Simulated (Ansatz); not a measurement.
# Si: the cost of one run

Program: Ansatz 0.2 development build. Level of theory: DFT, PBE, PAW hard, scalar-relativistic. These are calculated values, not measurements.

## (1) The system as given

Symmetry: Cm, No. 8, monoclinic system. Conventional cell: a = 7.681 Å, b = 7.681 Å, c = 5.431 Å, α = 90.00°, β = 90.00°, γ = 90.00°. Around Si (site symmetry m) lie 4 Si at 2.31 to 2.37 Å. Around Si (site symmetry m) lie 4 Si at 2.31 to 2.35 Å. Around Si (site symmetry m) lie 4 Si at 2.35 Å. Around Si (site symmetry 1) lie 4 Si at 2.35 Å. Around Si (site symmetry 1) lie 4 Si at 2.35 to 2.37 Å.

The space group Cm holds at a tolerance of 0.01 Å; at 0.001 Å the coordinates give P1. Cell or atoms stand a little off a more symmetric structure (Fd-3m at a tolerance of 0.3 Å), so results at this geometry aren't those of that ideal crystal.

Structure file:

```xyz
8
Lattice="5.4310 0.0000 0.0000 0.0000 5.4310 0.0000 0.0000 0.0000 5.4310" Properties=species:S:1:pos:R:3 pbc="T T T"
Si    0.0320    0.0192    0.0144
Si    1.3578    1.3578    1.3578
Si    0.0000    2.7155    2.7155
Si    1.3578    4.0732    4.0732
Si    2.7155    0.0000    2.7155
Si    4.0732    1.3578    4.0732
Si    2.7155    2.7155    0.0000
Si    4.0732    4.0732    1.3578
```

## (2) Running it

input.yaml

```yaml
crystal:
  lattice:
    - [5.4310, 0.0000, 0.0000]
    - [0.0000, 5.4310, 0.0000]
    - [0.0000, 0.0000, 5.4310]
  atoms:
    - { symbol: Si, position: [0.00589210, 0.00353526, 0.00265145] }
    - { symbol: Si, position: [0.25000000, 0.25000000, 0.25000000] }
    - { symbol: Si, position: [0.00000000, 0.50000000, 0.50000000] }
    - { symbol: Si, position: [0.25000000, 0.75000000, 0.75000000] }
    - { symbol: Si, position: [0.50000000, 0.00000000, 0.50000000] }
    - { symbol: Si, position: [0.75000000, 0.25000000, 0.75000000] }
    - { symbol: Si, position: [0.50000000, 0.50000000, 0.00000000] }
    - { symbol: Si, position: [0.75000000, 0.75000000, 0.25000000] }
  symmetry: { detect: false }
kpoints: { mp_grid: { grid: [1, 1, 1], shift: [0.5, 0.5, 0.5] } }
hamiltonian: { xc: pbe, pseudopotentials: { kind: paw, source: ansatz } }
scf: { max_iter: 300, convergence: { dr2_threshold: 1.0e-9 eV }, occupations: { method: fixed } }
output: { active_space: { virtuals_per_pair: 4 } }
```

Launch:

```bash
> ansatz run input.yaml --threads 11 --events-out ev
```

Q: Estimate wall time and peak memory on 1 × NVIDIA GB300 with 11 threads of Arm Neoverse V2 (Grace), shared host.

About 2.5 s, with a peak of 0.91 GiB on the host.
